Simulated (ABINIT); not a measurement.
# Rh in ABINIT: convergence with k mesh

Input of the first run (k mesh 2 × 2 × 2); the others differ in this setting and in those tied to it:

The input run.abi:

```
pp_dirpath "./"
pseudos "Rh.GGA_PBE-JTH.xml"

acell 3*1.0 Angstrom
rprim
    -0.0393340000     1.8830950000     1.9624630000
     1.9019270000     0.0328110000     1.8903180000
     1.9246520000     1.8336750000     0.0100860000
ntypat 1
znucl 45
natom 1
typat 1
xred
     0.0047670000     0.0035010000    -0.0058200000
chkprim 0
chksymtnons 0
tolsym 1.0e-6

ecut 435.382180 eV
pawecutdg 32.0
pawxcdev 0

kptopt 1
ngkpt 2 2 2
nshiftk 1
shiftk 0.0 0.0 0.0

ixc -116133

nband 13
occopt 6
tsmear 0.1 eV

nstep 100
tolvrs 1.0e-9

iomode 3
prtwf 0
prtden 0
prteig 0
prtebands 0
enunit 2
prtvol 2
```

Potentials or basis: JTH PAW PBE v2.0.

Run with:

```console
$ abinit run.abi > log 2>&1
```

The cell isn't the ideal one: cell strained at random at fixed volume.

Hardware: 1 thread of Arm Neoverse N1 (shared host).

```csv
k mesh,energy less the tightest run (meV/atom),pressure (GPa),SCF cycles,CPU time (s),peak memory (GiB)
2 × 2 × 2,3736.36,54.54,22,11,0.08
3 × 3 × 3,1361.26,20.86,13,8.9,0.08
4 × 4 × 4,-427.38,-9.19,11,11,0.08
6 × 6 × 6,82.25,-0.87,10,21,0.09
8 × 8 × 8,30.74,-1.62,11,46,0.11
9 × 9 × 9,8.33,-2.34,11,62,0.13
10 × 10 × 10,-9.46,-2.45,11,83,0.15
12 × 12 × 12,-1.97,-2.54,11,140,0.2
15 × 15 × 15,0.00,-2.42,10,250,0.31
```

Not settled before the last step: the energy (to 1 meV/atom), the pressure (to 0.1 GPa). Meshes of other sizes hit other points, so gaps and Fermi surfaces needn't settle smoothly. The tightest run that finished is the yardstick and may itself not be fully converged.

Caveat, for the tightest run too: the PAW data sets were made with another functional, which shifts forces and pressure a little.
